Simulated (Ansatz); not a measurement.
Ca: enthalpy against pressure

Ca, P6_3/mmc, a = 3.906 Å, c = 6.420 Å. This isn't the element's structure at ambient conditions. Ansatz: PBE, PAW, 420 eV, Γ-centred 12×12×8 mesh on 2 atoms, Gaussian smearing 0.10 eV; no spin polarisation. Cell and atoms are relaxed at each pressure, and no other structure is tried, so the rows at high pressure may lie past a change of phase. y is the enthalpy over the state at zero pressure; there V0 = 42.418 Å³/atom. The pressures are the targets, met within 0.03 GPa.

```
P (GPa) y (eV/atom)
   -2.0      -0.5659
    0.0       0.0000
    2.0       0.5023
    5.0       1.1820
   10.0       2.1843
   20.0            ?
   40.0       6.6115
```

Problem. Fit y = c1 P + c2 P² + c3 P³ to the other rows, say what c1 and c2 mean, and predict the missing value.

Solution. Least squares on the rows shown. y = 0.26419 P − 0.0053481 P² + 7.1888×10⁻⁵ P³. Since dH/dP = V, c1 is V0: 0.26419 eV/GPa × 160.2 = 42.323 Å³ against 42.418; c2 = −V0/(2B0) gives B0 = 25 GPa, where a Birch–Murnaghan fit to the volumes of the same runs (not shown) gives 17.2 GPa: a cubic over this range folds the higher terms into c2. Above P = −c2/(3 c3) = 25 GPa the cubic's slope, the volume, would rise with pressure, so the form fails there. At P = 20.0 the fit asked for gives 3.7197 eV/atom. The run gave 3.8827 eV/atom, so the fit is 0.1630 eV/atom too low, 2.3 % of the span of the series, against an rms of 0.0100 eV/atom on the fitted rows. With a term in P⁴ added, a fit to the same known rows predicts 4.1061 eV/atom, which misses by about as much or more on the other side: the known rows don't fix the higher terms.

The mesh isn't the same in all rows (12×12×8, 15×15×8).